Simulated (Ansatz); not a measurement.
## Ti3Ni: changing the pressure

The cell as given:

Symmetry: Pm-3m, No. 221, cubic system. Conventional cell: a = 3.935 Å, b = 3.935 Å, c = 3.935 Å, α = 90.00°, β = 90.00°, γ = 90.00°. Ni (site symmetry m-3m) has 12 Ti at 2.78 Å as nearest neighbours. Around Ti (site symmetry 4/mmm) lie 4 Ni at 2.78 Å and 8 Ti at 2.78 Å.

The cell comes from a database or a generator and needn't be the stable form of this composition.

Kept alike: task relaxation of cell and atoms; functional PBEsol; k mesh 7 × 7 × 7; occupations fermi-dirac, width 0.05 eV; collinear spin, ferromagnetic start. Program: Ansatz, Ansatz PAW, cutoff 420 eV. The mesh is that of the run's cell of 4 atoms. No spin-orbit coupling.

| run | volume (Å³/atom) |
| --- | --- |
| A | 14.439 |
| B | 14.644 |
| C | 13.737 |
| D | 14.158 |
| E | 13.038 |

The relaxations keep at least the cell's symmetry (Pm-3m). For a metal such a mesh leaves the last digits unconverged. Runs of this series that gave no sound value for these columns are left out. The runs follow the start's structure, whether or not it is the stable one at these pressures. The moments vanished: the runs ended non-magnetic. All rows use potentials made for PBE.

Question: The runs differ in the pressure alone: 0; 2; 5; 10; 20 GPa. Which run is which?

Answer: Run A is 2 GPa; run B is 0 GPa; run C is 10 GPa; run D is 5 GPa; run E is 20 GPa. The volume falls from 14.644 to 13.038 Å³/atom between 0 and 20 GPa. The volume falls ever more slowly, since the solid stiffens under load. At the pressures aimed at, which the runs meet within some tenths of a GPa, the step from 0 to 5 GPa gives a mean bulk modulus near 148 GPa, the last step 192 GPa.
